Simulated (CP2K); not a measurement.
Runs of CP2K 2026.2 on NaF (Villiaumite). The structure is cubic, space group Fm-3m (No. 225). The conventional cell has a = 4.640 Å, b = 4.640 Å, c = 4.640 Å, α = 90.00°, β = 90.00°, γ = 90.00°. Na (site symmetry m-3m) has 6 F at 2.32 Å as nearest neighbours. F (site symmetry m-3m) has 6 Na at 2.32 Å as nearest neighbours. 

```csv
level,potentials or basis,smearing,EPS_DEFAULT,NGRIDS,points a segment of the path (NPOINTS),bands added on the path,CUTOFF of the grids,gap on the mesh (eV),pressure (GPa)
r2SCAN,"POTENTIAL_UZH Na GTH-SCAN-q9, F GTH-SCAN-q7; TZVP-MOLOPT-SCAN-GTH basis",fermi-dirac 0.0259 eV,1.0E-9,4,8,4,1400 Ry,(b),-1.0
PBE,"POTENTIAL_UZH Na GTH-PBE-q9, F GTH-PBE-q7; TZVP-MOLOPT-PBE-GTH basis",fermi-dirac 0.05 eV,1.0E-10,4,10,4,1350 Ry,(a),(c)
TB-mBJ,"POTENTIAL_UZH Na GTH-PBE-q9, F GTH-PBE-q7; TZVP-MOLOPT-PBE-GTH basis",fermi-dirac 0.0259 eV,1.0E-9,4,10,4,1400 Ry,7.21,-
PBEsol,"POTENTIAL_UZH Na GTH-PBE-q9, F GTH-PBE-q7; TZVP-MOLOPT-PBE-GTH basis",fermi-dirac 0.05 eV,1.0E-9,5,6,6,1350 Ry,6.11,0.5
LDA,"GTH_POTENTIALS Na GTH-PADE-q9, F GTH-PADE-q7; TZVP-MOLOPT-PBE-GTH basis",fermi-dirac 0.1 eV,1.0E-9,4,6,6,1350 Ry,5.94,-4.0
```

Alike in all rows: task band structure; no spin polarisation; cell as given; k mesh 10 × 10 × 10.

**Question.** Estimate the missing entries.

**Answer.** (a) 6.28; (b) 7.17; (c) 2.6.

Caveats: the basis of atomic orbitals isn't converged, which shifts pressures, moduli and gaps; the potentials were made for another functional, which shifts forces and pressure (some runs); this is a model potential without an energy functional, so only levels have meaning (some runs).

